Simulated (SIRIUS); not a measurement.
Wanted: the native input for a SIRIUS 7.10.0 run.

```
Task                                        : eos task
Functional                                  : BPBE
Potentials or basis                         : PseudoDojo 0.4.1 PBE standard (scalar relativistic)
Cutoff                                      : 983 eV
Density cutoff                              : 3932 eV
k mesh                                      : 3 × 3 × 3
Occupations                                 : fermi-dirac, width 0.05 eV
Spin                                        : no spin polarisation
Libxc names                                 : ["XC_GGA_X_B88", "XC_GGA_C_PBE"]
Energy tol                                  : 1e-08 Ha
Density tol                                 : 1e-06
Mixer                                       : anderson
Mixing beta                                 : 0.7
Max scf                                     : 100
Radial cutoff for the potentials' integrals : 6.5 bohr
```

Sn:

```
CELL_PARAMETERS angstrom
0.00000 3.23334 3.23334
3.23334 0.00000 3.23334
3.23334 3.23334 0.00000
ATOMIC_POSITIONS crystal
Sn 0.75000 0.75000 0.75000
Sn 0.50000 0.50000 0.50000
```

This isn't the form of Sn at room conditions, which is tetragonal (white tin).

The input as run:

sirius.json

```json
{
  "control": {
    "processing_unit": "cpu",
    "verbosity": 1,
    "num_bands_to_print": 22,
    "print_forces": false,
    "print_stress": true
  },
  "parameters": {
    "electronic_structure_method": "pseudopotential",
    "xc_functionals": ["XC_GGA_X_B88", "XC_GGA_C_PBE"],
    "gk_cutoff": 8.5,
    "pw_cutoff": 17.0,
    "ngridk": [3, 3, 3],
    "shiftk": [0, 0, 0],
    "smearing": "fermi_dirac",
    "smearing_width": 0.0018374661,
    "num_bands": 22,
    "num_mag_dims": 0,
    "num_dft_iter": 100,
    "energy_tol": 1e-08,
    "density_tol": 1e-06
  },
  "iterative_solver": {
    "type": "davidson",
    "min_tolerance": 1e-09,
    "tolerance_scale": [0.1, 0.25]
  },
  "mixer": {
    "type": "anderson",
    "beta": 0.7,
    "max_history": 8
  },
  "settings": {
    "tol_ne": 1e-10,
    "pseudo_grid_cutoff": 6.5
  },
  "unit_cell": {
    "lattice_vectors": [
      [0.0, 6.110132359031, 6.110132359031],
      [6.110132359031, 0.0, 6.110132359031],
      [6.110132359031, 6.110132359031, 0.0]
    ],
    "atom_coordinate_units": "lattice",
    "atom_types": ["Sn"],
    "atom_files": {
      "Sn": "Sn.json"
    },
    "atoms": {
      "Sn": [
        [0.75, 0.75, 0.75],
        [0.5, 0.5, 0.5]
      ]
    }
  }
}
```

Potentials or basis: PseudoDojo 0.4.1 PBE standard (scalar relativistic).

The run is started by

```console
$ upf_to_json Sn.upf
$ OMP_NUM_THREADS=1 sirius.scf --input=sirius.json --output=out.json --task=3 --volume_scale0=0.94 --volume_scale1=1.06 --num_eos_points=7
```

It gave:

```yaml
Equilibrium_volume: "39.11 Å³/atom (rough: see the caveat)"
Bulk_modulus: 27 GPa (rough)
```

Caveat: the k mesh is coarse (spacing up to 0.56 Å⁻¹), so the values aren't converged; the minimum lies outside the volumes run; the potentials were made for another functional, which shifts forces and pressure.

It took 63 s on 1 thread of Arm Neoverse V2, with other jobs on the host, peak memory 0.29 GiB.
